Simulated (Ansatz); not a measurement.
**Equation of state of GaP from a dense series**

```xyz
2
Lattice="0.0000 2.7252 2.7252 2.7252 0.0000 2.7252 2.7252 2.7252 0.0000" Properties=species:S:1:pos:R:3 pbc="T T T"
Ga    0.0000    0.0000    0.0000
P     4.0879    4.0879    4.0879
```

Atoms are numbered in the order listed.

The conventional cell has a = 5.451 Å, b = 5.451 Å, c = 5.451 Å, α = 90.00°, β = 90.00°, γ = 90.00°. Ga (atom 1) has 4 P at 2.36 Å as nearest neighbours. Around P (atom 2) lie 4 Ga at 2.36 Å.

The cell is COD entry 9008846, as deposited and not checked against the literature; nothing was relaxed.

Level of theory: DFT, PBE, all-electron LAPW, scalar-relativistic in Ansatz 0.2.0.

The runs use a Γ-centred 10×10×10 k mesh, Fermi–Dirac smearing of 0.05 eV, basis error target 0.5 meV/atom, no spin polarisation.

The cell is scaled evenly. Fractional coordinates are held (clamped ions).

```json
{"V (Å³/atom)": "19.036", "P (GPa)": "8.63"}
{"V (Å³/atom)": "19.431", "P (GPa)": "6.40"}
{"V (Å³/atom)": "19.836", "P (GPa)": "4.34"}
{"V (Å³/atom)": "20.038", "P (GPa)": "3.38"}
{"V (Å³/atom)": "20.240", "P (GPa)": "2.48"}
{"V (Å³/atom)": "20.443", "P (GPa)": "1.63"}
{"V (Å³/atom)": "20.645", "P (GPa)": "0.82"}
{"V (Å³/atom)": "21.050", "P (GPa)": "-0.67"}
{"V (Å³/atom)": "21.455", "P (GPa)": "-2.02"}
```

Question: Fit a third-order Birch–Murnaghan curve to the pressures.

Answer: P = (3B0/2)(y^(7/2) − y^(5/2))[1 + (3/4)(B0′ − 4)(y − 1)] with y = (V0/V)^(2/3) fits within 0.01 GPa for V0 = 20.862 Å³/atom, B0 = 76.7 GPa and B0′ = 4.48.

Question: Predict the pressure at the withheld volume, 19.026 Å³/atom.

Answer: There y = 1.0633, so the fit gives 8.69 GPa; the run gave 8.69 GPa.
